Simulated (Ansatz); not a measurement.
## Redistribution: C4H9I + C3H7FO → C4H10O + C3H6FI

Species: C4H9I (tert-butyl iodide) `CC(C)(C)I`, singlet; C3H7FO `CC(O)CF`, singlet; C4H10O (tert-butanol) `CC(C)(C)O`, singlet; C3H6FI `CC(I)CF`, singlet. The partners trade I for OH; both sit on C, so the bond types are kept.

Shapes, held fixed at every level: PBE0-D4/def2-TZVP. Flexible molecules stand in one conformer, not always the lowest. Programs: Ansatz 0.2.0. Electronic energies: no zero-point or thermal term.

Question: Estimate ΔE of this reaction.

Answer: The highest level, CCSD(T)/def2-TZVPP, gives ΔE = +3.6 kJ/mol; the levels span +2.5 to +6.2. That is about zero within the method's error. The column of differences is taken from that level and isn't an error. No measured value is set beside it here. For atoms past krypton def2 sets carry core potentials with scalar relativity. Correlated rows may include outer-core shells of I, which these sets cover unevenly.

| level | kind | ΔE (kJ/mol) | less CCSD(T)/def2-TZVPP |
| --- | --- | --- | --- |
| PBE-D4/def2-TZVPP | GGA | +3.5 | -0.1 |
| r2SCAN-D4/def2-TZVPP | meta-GGA | +2.5 | -1.1 |
| B3LYP-D4/def2-TZVPP | global hybrid | +3.1 | -0.5 |
| B2PLYP/def2-TZVPP | double hybrid | +2.8 | -0.8 |
| MP2/def2-TZVPP | perturbation theory | +6.2 | +2.6 |
| CCSD/def2-TZVPP | coupled cluster or CI | +2.6 | -1.0 |
| CCSD(T)/def2-TZVPP | coupled cluster or CI | +3.6 | 0.0 |
